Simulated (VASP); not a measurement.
Given:

```
BaSnO3
1.0
    4.14590     0.00000     0.00000
    0.00000     4.14590     0.00000
    0.00000     0.00000     4.14590
Ba Sn O
1 1 3
Direct
  0.00000   0.00000   0.00000
  0.50000   0.50000   0.50000
  0.50000   0.00000   0.50000
  0.00000   0.50000   0.50000
  0.50000   0.50000   0.00000
```

Level of theory: PBE GGA, VASP's PBE PAW potentials (set 64) (plane waves; VASP). Run with 520 eV cut-off, 5×5×5 Γ-centred mesh, Gaussian smearing of 0.050 eV, potentials Ba_sv Sn_d O.

Problem. What does the run give for the energy per atom (σ→0), pressure?

Solution. 
```yaml
energy per atom (σ→0): -6280 meV/atom
pressure: 4.39 GPa
```

Only differences to runs with the same potentials and settings are physical.

The compound is BaSnO3 in the cubic perovskite structure. This cell is one point of a volume scan, at 0.97 of the reference volume.
